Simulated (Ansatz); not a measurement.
Runs of Ansatz 0.2.0 on SnSe. The cell holds a slab with vacuum, 4 atoms: a = 4.285 Å, b = 4.285 Å, c = 10.991 Å, α = 90.00°, β = 90.00°, γ = 90.00°. 

```csv
task,level,cutoff (eV),basis error allowed,V0 of scaled cells (Å³/atom),B0 (GPa),largest force (eV/Å)
equation of state,PBEsol,-,0.002 eV/atom,49.18,28,-
equation of state,LDA,-,0.002 eV/atom,47.91,(a),-
band structure,LDA,239,0.002 eV/atom,-,-,0.24
equation of state,PBEsol,-,0.001 eV/atom,49.18,28,-
single point,PBEsol,260,0.001 eV/atom,-,-,0.11
band structure,PBEsol,239,0.002 eV/atom,-,-,0.11
```

Alike in all rows: potentials or basis all-electron LAPW, scalar-relativistic; no spin polarisation; cell as given; k mesh 6 × 6 × 3; smearing fermi-dirac 0.05 eV.

Question: Fill in the values left out.

Answer: (a) 30.

Caveats: the cell was scaled at fixed shape and fractional positions, which overstates the stiffness of a crystal with free parameters, most of all of layers and chains (some runs).

Not every run made on this cell is shown here.
